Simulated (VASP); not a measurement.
# MgS (F-43m) in VASP: a series of runs

The runs below take MgS through single point, equation of state, with PBEsol, PBE.

Program: VASP 6.6.1. These are calculated values, not measurements. Logs are shortened: lines on timing, memory, paths and dates and some standing lists are left out, and cuts for length are marked.

## (1) The crystal as given

The structure is cubic, space group F-43m (No. 216). The conventional cell has a = 5.666 Å, b = 5.666 Å, c = 5.666 Å, α = 90.00°, β = 90.00°, γ = 90.00°. S (site symmetry -43m) has 4 Mg at 2.45 Å as nearest neighbours. Mg (site symmetry -43m) has 4 S at 2.45 Å as nearest neighbours.

The cell comes from a database or a generator and needn't be the stable form of this composition.

## (2) Single point, PBEsol

INCAR reads:

```
ALGO = Normal
EDIFF = 1E-7
ENCUT = 520
GGA = PS
ISIF = 2
ISMEAR = -1
LASPH = True
LCHARG = False
LREAL = False
LWAVE = False
NBANDS = 11
NELM = 100
PREC = Accurate
SIGMA = 0.05
```

KPOINTS reads:

```
k-points
0
Gamma
  8 8 8
```

POSCAR reads:

```
MgS
1.0
    0.0000000000      2.8331200468      2.8331200468
    2.8331200468      0.0000000000      2.8331200468
    2.8331200468      2.8331200468      0.0000000000
S Mg
1 1
Direct
    0.2500000000      0.2500000000      0.2500000000
    0.0000000000      0.0000000000      0.0000000000
```

Potentials or basis: VASP PAW PBE potentials, release 64 (S, Mg).

On the command line:

```sh
> cat potpaw_PBE.64/S/POTCAR potpaw_PBE.64/Mg/POTCAR > POTCAR
> mpirun -np 1 vasp_std > vasp.out
```

OUTCAR:

```text
EDIFF = 1E-7
   ENCUT = 520
   GGA = PS
   ISIF = 2
   ISMEAR = -1
   LASPH = True
   LREAL = False
   NELM = 100
   PREC = Accurate

 ion  position               nearest neighbor table
   1  0.250  0.250  0.250-   2 2.45   2 2.45   2 2.45   2 2.45
   2  0.000  0.000  0.000-   1 2.45   1 2.45   1 2.45   1 2.45

  LATTYP: Found a face centered cubic cell.
 ALAT       =     5.6662400936

  Lattice vectors:

 A1 = (   0.0000000000,   2.8331200468,   2.8331200468)
 A2 = (   2.8331200468,   0.0000000000,   2.8331200468)
 A3 = (   2.8331200468,   2.8331200468,   0.0000000000)

Analysis of symmetry for initial positions (statically):
=====================================================================
 Subroutine PRICEL returns:
 Original cell was already a primitive cell.

 Routine SETGRP: Setting up the symmetry group for a
 face centered cubic supercell.

 Subroutine GETGRP returns: Found 24 space group operations
 (whereof 24 operations were pure point group operations)
 out of a pool of 48 trial point group operations.

The static configuration has the point symmetry T_d .

Analysis of symmetry for dynamics (positions and initial velocities):
=====================================================================
 Subroutine PRICEL returns:
 Original cell was already a primitive cell.

 Routine SETGRP: Setting up the symmetry group for a
 face centered cubic supercell.

 Subroutine GETGRP returns: Found 24 space group operations
 (whereof 24 operations were pure point group operations)
 out of a pool of 48 trial point group operations.

The dynamic configuration has the point symmetry T_d .

 Subroutine INISYM returns: Found 24 space group operations
 (whereof 24 operations are pure point group operations),
 and found     1 'primitive' translations

----------------------------------------------------------------------------------------

                                     Primitive cell

  volume of cell :      45.4805

  direct lattice vectors                    reciprocal lattice vectors
     0.000000000  2.833120047  2.833120047    -0.176483874  0.176483874  0.176483874
     2.833120047  0.000000000  2.833120047     0.176483874 -0.176483874  0.176483874
     2.833120047  2.833120047  0.000000000     0.176483874  0.176483874 -0.176483874

  length of vectors
     4.006636794  4.006636794  4.006636794     0.305679036  0.305679036  0.305679036

  position of ions in fractional coordinates (direct lattice)
     0.250000000  0.250000000  0.250000000
     0.000000000  0.000000000  0.000000000

  ion indices of the primitive-cell ions
   primitive index   ion index
                 1           1
                 2           2

----------------------------------------------------------------------------------------

 KPOINTS: k-points

Automatic generation of k-mesh.
 Grid dimensions read from file:
 generate k-points for:    8    8    8

 Generating k-lattice:

  Cartesian coordinates                     Fractional coordinates (reciprocal lattice)
    -0.022060484  0.022060484  0.022060484     0.125000000  0.000000000  0.000000000
     0.022060484 -0.022060484  0.022060484     0.000000000  0.125000000  0.000000000
     0.022060484  0.022060484 -0.022060484     0.000000000  0.000000000  0.125000000

  Length of vectors
     0.038209879  0.038209879  0.038209879

  Shift w.r.t. Gamma in fractional coordinates (k-lattice)
     0.000000000  0.000000000  0.000000000

 Subroutine IBZKPT returns following result:
 ===========================================

 Found     29 irreducible k-points:

 Following reciprocal coordinates:
            Coordinates               Weight
  0.000000  0.000000  0.000000      1.000000
  0.125000  0.000000  0.000000      8.000000
  0.250000  0.000000  0.000000      8.000000
  0.375000  0.000000  0.000000      8.000000
  0.500000  0.000000  0.000000      4.000000
  0.125000  0.125000  0.000000      6.000000
[... 16 lines left out ...]
  0.500000  0.250000  0.125000     48.000000
 -0.375000  0.250000  0.125000     24.000000
 [... further k-points ...]
   k-points           NKPTS =     29   k-points in BZ     NKDIM =     29   number of bands    NBANDS=     11
   number of dos      NEDOS =    301   number of ions     NIONS =      2
   total plane-waves  NPLWV =  27000
   dimension x,y,z NGX =    30 NGY =   30 NGZ =   30
   dimension x,y,z NGXF=    60 NGYF=   60 NGZF=   60
   ions per type =               1   1
   NGX,Y,Z   is equivalent  to a cutoff of  12.45, 12.45, 12.45 a.u.
   NGXF,Y,Z  is equivalent  to a cutoff of  24.90, 24.90, 24.90 a.u.
 SYSTEM =  unknown system
   PREC   = accura    normal or accurate (medium, high low for compatibility)
   ISTART =      0    job   : 0-new  1-cont  2-samecut
   ICHARG =      2    charge: 1-file 2-atom 10-const
   ISPIN  =      1    spin polarized calculation?
   LNONCOLLINEAR =      F non collinear calculations
   LSORBIT =      F    spin-orbit coupling
   LASPH  =      T    aspherical Exc in radial PAW
   ENCUT  =  520.0 eV  38.22 Ry    6.18 a.u.   7.45  7.45  7.45*2*pi/ulx,y,z
   NELM   =    100;   NELMIN=  2; NELMDL= -5     # of ELM steps
   EDIFF  = 0.1E-06   stopping-criterion for ELM
   LREAL  =      F    real-space projection
   EDIFFG = 0.1E-05   stopping-criterion for IOM
   NSW    =      0    number of steps for IOM
   IBRION =     -1    ionic relax: 0-MD 1-quasi-New 2-CG
   NFREE  =      0    steps in history (QN), initial steepest desc. (CG)
   ISIF   =      2    stress and relaxation
   ISYM   =      2    0-nonsym 1-usesym 2-fastsym
   POTIM  = 0.5000    time-step for ionic-motion
   TEBEG  =    0.0;   TEEND  =   0.0 temperature during run
   PSTRESS=    0.0 pullay stress
   NELECT =       8.0000    total number of electrons
   NUPDOWN=      -1.0000    fix difference up-down
   EMIN   =  10.00;   EMAX   =-10.00  energy-range for DOS
   EFERMI =   0.00;   METHOD = LEGACY
   ISMEAR =    -1;   SIGMA  =   0.05  broadening in eV -4-tet -1-fermi 0-gaus
   EFERMI_NEDOS =   21; number of points for ismear=-14 and -15
   IALGO  =     38    algorithm
   IMIX   =      4    mixing-type and parameters
     AMIX     =   0.40;   BMIX     =  1.00
     AMIX_MAG =   1.60;   BMIX_MAG =  1.00
  volume/ion in A,a.u.               =      22.74       153.46
  Fermi-wavevector in a.u.,A,eV,Ry     =   0.917269  1.733386 11.447692  0.841382
  Thomas-Fermi vector in A             =   2.042218
   LORBIT       =      0    0 simple, 1 ext, 2 COOP (PROOUT), +10 PAW based schemes
   GGA     = PS    functional components
   LHFCALC =     F    Hartree Fock is set to
   AEXX    =    0.0000 exact exchange contribution
   IVDW    =     0    specifies the selected vdW correction
   LEPSILON=     F    determine dielectric tensor
   LRPA    =     F    only Hartree local field effects (RPA)
 non-spin polarized calculation
  energy-cutoff  :      520.00
  volume of cell :       45.48
 maximum number of plane-waves:      1243
 NGX is ok and might be reduce to    30
   NGX = 15   NGY = 15   NGZ = 15

 number of electron       8.0000001 magnetization

 Free energy of the ion-electron system (eV)
  ---------------------------------------------------
  ext. energy  EPLUGINS =         0.00000000
  ---------------------------------------------------
  free energy    TOTEN  =        -8.91697813 eV

  energy without entropy =       -8.91697813  energy(sigma->0) =       -8.91697813

 E-fermi :   2.0756     XC(G=0):  -8.5679

 val. band max:        0.9866322717   @ k =   0.0000   0.0000   0.0000
 cond. band min:       4.2715810949   @ k =   0.0000   0.0000   0.0000
 fundamental gap:      3.2849488231
 Fermi energy:         2.0756052085

 k-point     1 :       0.0000    0.0000    0.0000
  band No.  band energies     occupation
      1     -10.2749      2.00000
      2       0.9866      2.00000
      3       0.9866      2.00000
      4       0.9866      2.00000
      5       4.2716      0.00000
      6       8.8535      0.00000
      7       8.8535      0.00000
      8       8.8535      0.00000
      9      11.7655      0.00000
     10      11.7655      0.00000
     11      14.5153      0.00000

 k-point     2 :       0.1250    0.0000    0.0000
  band No.  band energies     occupation
      1     -10.1866      2.00000
      2       0.2865      2.00000
      3       0.9328      2.00000
      4       0.9328      2.00000
      5       4.9467      0.00000
      6       8.6565      0.00000
      7       9.0311      0.00000
      8       9.0311      0.00000
      9      11.2851      0.00000
     10      11.2851      0.00000
     11      13.8893      0.00000

 k-point     3 :       0.2500    0.0000    0.0000
  band No.  band energies     occupation
      1      -9.9577      2.00000
      2      -0.9006      2.00000
      3       0.8114      2.00000
      4       0.8114      2.00000
      5       5.8128      0.00000
      6       8.6643      0.00000
      7       9.0611      0.00000
      8       9.0611      0.00000
      9      11.3313      0.00000
     10      11.3313      0.00000
     11      13.0281      0.00000

 k-point     4 :       0.3750    0.0000    0.0000
  band No.  band energies     occupation
      1      -9.7013      2.00000
      2      -1.8347      2.00000
      3       0.7002      2.00000
      4       0.7002      2.00000
      5       6.0010      0.00000
      6       8.6973      0.00000
      7       8.6973      0.00000
      8       9.1812      0.00000
      9      12.6394      0.00000
     10      12.6394      0.00000
     11      13.0467      0.00000
[... 239 lines left out ...]
 k-point    22 :       0.3750    0.2500    0.1250
  band No.  band energies     occupation
      1      -9.7806      2.00000
      2      -1.1070      2.00000
      3       0.1298      2.00000
      4       0.6047      2.00000
      5       6.5449      0.00000
      6       7.8402      0.00000
      7       8.4591      0.00000
      8      10.1042      0.00000
      9      10.6183      0.00000
     10      13.2994      0.00000
     11      15.2539      0.00000

 k-point    23 :       0.5000    0.2500    0.1250
  band No.  band energies     occupation
      1      -9.5678      2.00000
      2      -1.6120      2.00000
      3      -0.2247      2.00000
      4       0.4260      2.00000
      5       6.8261      0.00000
      6       7.6455      0.00000
      7       8.7829      0.00000
      8       9.9414      0.00000
      9      11.7507      0.00000
     10      14.3667      0.00000
     11      14.9662      0.00000

 k-point    24 :      -0.3750    0.2500    0.1250
  band No.  band energies     occupation
      1      -9.4731      2.00000
      2      -1.8300      2.00000
      3      -0.3303      2.00000
      4       0.3301      2.00000
      5       6.9085      0.00000
      6       7.3554      0.00000
      7       9.6251      0.00000
      8       9.7418      0.00000
      9      12.2826      0.00000
     10      13.7006      0.00000
     11      15.1117      0.00000

 [... further k-points ...]

------------------------ aborting loop because EDIFF is reached ----------------------------------------

  FORCE on cell =-STRESS in cart. coord.  units (eV):
  Direction    XX          YY          ZZ          XY          YZ          ZX
  --------------------------------------------------------------------------------------
  -------------------------------------------------------------------------------------
  Total       -0.1492221     -0.1492221     -0.1492221     -0.0000000     -0.0000000     -0.0000000
  in kB       -5.2567673     -5.2567673     -5.2567673     -0.0000000     -0.0000000     -0.0000000
  external PRESSURE =      -5.2567673 kB  Pullay stress =       0.0000000 kB

 VOLUME and BASIS-vectors are now :
 -----------------------------------------------------------------------------
  energy-cutoff  :      520.00
  volume of cell :       45.48
      direct lattice vectors                 reciprocal lattice vectors
     0.000000000  2.833120047  2.833120047    -0.176483874  0.176483874  0.176483874
     2.833120047  0.000000000  2.833120047     0.176483874 -0.176483874  0.176483874
     2.833120047  2.833120047  0.000000000     0.176483874  0.176483874 -0.176483874

 POSITION                                       TOTAL-FORCE (eV/Angst)
 -----------------------------------------------------------------------------------
      1.41656      1.41656      1.41656         0.000000      0.000000      0.000000
      0.00000      0.00000      0.00000        -0.000000     -0.000000     -0.000000
 -----------------------------------------------------------------------------------
    total drift:                                0.000000      0.000000      0.000000

  FREE ENERGIE OF THE ION-ELECTRON SYSTEM (eV)
  ---------------------------------------------------
  free  energy   TOTEN  =        -8.9169781263 eV

  energy  without entropy=       -8.9169781263  energy(sigma->0) =       -8.91697813
```

It took 15 s on 1 thread of AMD EPYC 7R13 (Zen 3), shared host; peak memory 0.14 GiB.

Results:

| Quantity | Value |
| --- | --- |
| Free energy | -8.9170 eV |
| Pressure | -0.5 GPa |
| Band gap on the k mesh | 3.29 eV, direct |

Caveat: the PAW data sets were made with another functional, which shifts forces and pressure a little. A k mesh can miss the band edges.

## (3) Equation of state, PBEsol, 21.38 Å³/atom (volume scaled by 0.94)

INCAR is that of step 2.

KPOINTS is that of step 2.

POSCAR reads:

```
MgS
1.0
    0.0000000000      2.7752850422      2.7752850422
    2.7752850422      0.0000000000      2.7752850422
    2.7752850422      2.7752850422      0.0000000000
S Mg
1 1
Direct
    0.2500000000      0.2500000000      0.2500000000
    0.0000000000      0.0000000000      0.0000000000
```

Potentials or basis: VASP PAW PBE potentials, release 64 (S, Mg).

On the command line:

```sh
> cat potpaw_PBE.64/S/POTCAR potpaw_PBE.64/Mg/POTCAR > POTCAR
> mpirun -np 1 vasp_std > vasp.out
```

OUTCAR:

```text
EDIFF = 1E-7
   ENCUT = 520
   GGA = PS
   ISIF = 2
   ISMEAR = -1
   LASPH = True
   LREAL = False
   NELM = 100
   PREC = Accurate

 Found     29 irreducible k-points:

 Following reciprocal coordinates:
            Coordinates               Weight
  0.000000  0.000000  0.000000      1.000000
  0.125000  0.000000  0.000000      8.000000
  0.250000  0.000000  0.000000      8.000000
  0.375000  0.000000  0.000000      8.000000
  0.500000  0.000000  0.000000      4.000000
  0.125000  0.125000  0.000000      6.000000
   k-points           NKPTS =     29   k-points in BZ     NKDIM =     29   number of bands    NBANDS=     11
   number of dos      NEDOS =    301   number of ions     NIONS =      2
   total plane-waves  NPLWV =  27000
   dimension x,y,z NGX =    30 NGY =   30 NGZ =   30
   dimension x,y,z NGXF=    60 NGYF=   60 NGZF=   60
   ions per type =               1   1
   NGX,Y,Z   is equivalent  to a cutoff of  12.71, 12.71, 12.71 a.u.
   NGXF,Y,Z  is equivalent  to a cutoff of  25.41, 25.41, 25.41 a.u.
 SYSTEM =  unknown system
   PREC   = accura    normal or accurate (medium, high low for compatibility)
   ISTART =      0    job   : 0-new  1-cont  2-samecut
   ICHARG =      2    charge: 1-file 2-atom 10-const
   ISPIN  =      1    spin polarized calculation?
   LNONCOLLINEAR =      F non collinear calculations
   LSORBIT =      F    spin-orbit coupling
[... 68 lines left out ...]
      8       9.4082      0.00000
      9      12.2920      0.00000
     10      12.2920      0.00000
     11      15.4131      0.00000
[... 57 lines left out ...]
 k-point     6 :       0.1250    0.1250    0.0000
  band No.  band energies     occupation
      1      -9.9592      2.00000
      2       0.6598      2.00000
      3       1.1867      2.00000
      4       1.1867      2.00000
      5       5.8940      0.00000
      6       8.8576      0.00000
      7       9.8627      0.00000
      8       9.8627      0.00000
      9      10.7831      0.00000
     10      12.5676      0.00000
     11      15.9461      0.00000

 [... further k-points ...]

------------------------ aborting loop because EDIFF is reached ----------------------------------------

  FORCE on cell =-STRESS in cart. coord.  units (eV):
  Direction    XX          YY          ZZ          XY          YZ          ZX
  --------------------------------------------------------------------------------------
  -------------------------------------------------------------------------------------
  Total        0.9157692      0.9157692      0.9157692      0.0000000      0.0000000     -0.0000000
  in kB       34.3197262     34.3197262     34.3197262      0.0000000      0.0000000     -0.0000000
  external PRESSURE =      34.3197262 kB  Pullay stress =       0.0000000 kB

 VOLUME and BASIS-vectors are now :
 -----------------------------------------------------------------------------
  energy-cutoff  :      520.00
  volume of cell :       42.75
      direct lattice vectors                 reciprocal lattice vectors
     0.000000000  2.775285042  2.775285042    -0.180161674  0.180161674  0.180161674
     2.775285042  0.000000000  2.775285042     0.180161674 -0.180161674  0.180161674
     2.775285042  2.775285042  0.000000000     0.180161674  0.180161674 -0.180161674

 POSITION                                       TOTAL-FORCE (eV/Angst)
 -----------------------------------------------------------------------------------
      1.38764      1.38764      1.38764         0.000000     -0.000000     -0.000000
      0.00000      0.00000      0.00000        -0.000000      0.000000      0.000000
 -----------------------------------------------------------------------------------
    total drift:                                0.000000      0.000000      0.000000

  FREE ENERGIE OF THE ION-ELECTRON SYSTEM (eV)
  ---------------------------------------------------
  free  energy   TOTEN  =        -8.8934811225 eV

  energy  without entropy=       -8.8934811224  energy(sigma->0) =       -8.89348112
```

stdout:

```text
POSCAR found type information on POSCAR S Mg
 POSCAR found :  2 types and       2 ions
 scaLAPACK will be used
 -----------------------------------------------------------------------------
|                                                                             |
|                                                                             |
|     You enforced a specific xc type in the INCAR file but a different       |
|     I HOPE YOU KNOW WHAT YOU ARE DOING!                                     |
|                                                                             |
 -----------------------------------------------------------------------------

 LDA part: xc-table for (Slater+PW92), standard interpolation
 POSCAR, INCAR and KPOINTS ok, starting setup
 FFT: planning ... GRIDC
 FFT: planning ... GRID_SOFT
 FFT: planning ... GRID
 WAVECAR not read
 entering main loop
```

It took 16 s on 1 thread of AMD EPYC 7R13 (Zen 3), shared host; peak memory 0.14 GiB.

Results:

```yaml
Free_energy: -8.8935 eV
Pressure: 3.4 GPa
Band_gap_on_the_k_mesh: 3.59 eV, direct
```

Caveat: the PAW data sets were made with another functional, which shifts forces and pressure a little.

## (4) Equation of state, PBEsol, 21.83 Å³/atom (volume scaled by 0.96)

INCAR is that of step 3.

KPOINTS is that of step 3.

POSCAR reads:

```
MgS
1.0
    0.0000000000      2.7948299470      2.7948299470
    2.7948299470      0.0000000000      2.7948299470
    2.7948299470      2.7948299470      0.0000000000
S Mg
1 1
Direct
    0.2500000000      0.2500000000      0.2500000000
    0.0000000000      0.0000000000      0.0000000000
```

On the command line:

```sh
> cat potpaw_PBE.64/S/POTCAR potpaw_PBE.64/Mg/POTCAR > POTCAR
> mpirun -np 1 vasp_std > vasp.out
```

It took 14 s on 1 thread of AMD EPYC 7R13 (Zen 3), shared host; peak memory 0.14 GiB.

It converged, with:

```
Free energy            : -8.9089 eV
Pressure               : 2.0 GPa
Band gap on the k mesh : 3.49 eV, direct
```

Caveat: the PAW data sets were made with another functional, which shifts forces and pressure a little.

(Part 1 of 3 ends here.)
